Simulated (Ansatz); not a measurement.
SiO2, 12 atoms in the cell. Symmetry: Imma, No. 74, orthorhombic system. Conventional cell: a = 5.247 Å, b = 9.554 Å, c = 8.883 Å, α = 90.00°, β = 90.00°, γ = 90.00°. Si (site symmetry m) is surrounded by 4 O at 1.60 to 1.61 Å. Around O (site symmetry 2/m) lie 2 Si at 1.60 Å. O (site symmetry 2) is surrounded by 2 Si at 1.61 Å. O (site symmetry mm2) has 2 Si at 1.61 Å as nearest neighbours. The cell comes from a database or a generator and needn't be the stable form of this composition.

```yaml
Program: Ansatz 0.2.0
Task: relaxation of cell and atoms
Functional: LDA
Potentials_or_basis: all-electron LAPW, scalar-relativistic
Basis_error_allowed: 0.002 eV/atom
k_mesh: 5 × 5 × 5
Occupations: fermi-dirac, width 0.05 eV
Spin: no spin polarisation
```

Potentials or basis: all-electron LAPW, scalar-relativistic.

The run is started by

```sh
$ ansatz run input.yaml --threads 8 --pin off --max-ram 24576MiB --backend cpu --events-out ev --progress --plain --runs-dir out
```

Hardware: 8 threads of AMD EPYC (Zen 3), with other jobs on the host.

Q: How long does it take, and how much memory?

A: Run time: 8.4 min on 8 threads of AMD EPYC (Zen 3) (shared host), peak memory 2.4 GiB. Counts: scf iterations 46, plane waves 6661, k points 27, bands 68, ion steps 8.
